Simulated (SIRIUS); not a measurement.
The system is BP.

```
B P
1.0
     3.19814    0.00000    0.00000
    -1.59907    2.76967    0.00000
     0.00000    0.00000    6.97390
B P
2 2
Direct
  0.66667 0.33333 0.00000
  0.33333 0.66667 0.50000
  0.33333 0.66667 0.00000
  0.00000 0.00000 0.50000
```

The cell was built by a generator and needn't be a form met in nature.

Base run:

| Property | Result |
| --- | --- |
| Program | SIRIUS 7.10.0 |
| Functional | XLYP |
| Potentials or basis | PseudoDojo 0.4.1 PBE standard (scalar relativistic) |
| Cutoff | 1054 eV |
| Density cutoff | 4214 eV |
| k mesh | 7 × 7 × 3 |
| Occupations | fermi-dirac, width 0.05 eV |
| Spin | no spin polarisation |

Its results: band gap on the k mesh 0.93 eV; pressure 6.3 GPa.

**Question.** After a change of settings the same cell gave: band gap on the k mesh 0.79 eV; pressure 0.9 GPa. Which change was it?
A. functional from XLYP to LDA; libxc names from ["XC_GGA_XC_XLYP"] to ["XC_LDA_X", "XC_LDA_C_PW"]
B. functional from XLYP to BLYP; libxc names from ["XC_GGA_XC_XLYP"] to ["XC_GGA_X_B88", "XC_GGA_C_LYP"]
C. functional from XLYP to RPBE; libxc names from ["XC_GGA_XC_XLYP"] to ["XC_GGA_X_RPBE", "XC_GGA_C_PBE"]
D. functional from XLYP to B97-D; libxc names from ["XC_GGA_XC_XLYP"] to ["XC_GGA_XC_B97_D"]

**Answer.** A.

Caveats: the potentials were made for another functional, which shifts forces and pressure; an odd mesh through Γ misses points on the zone boundary, where band edges often lie.
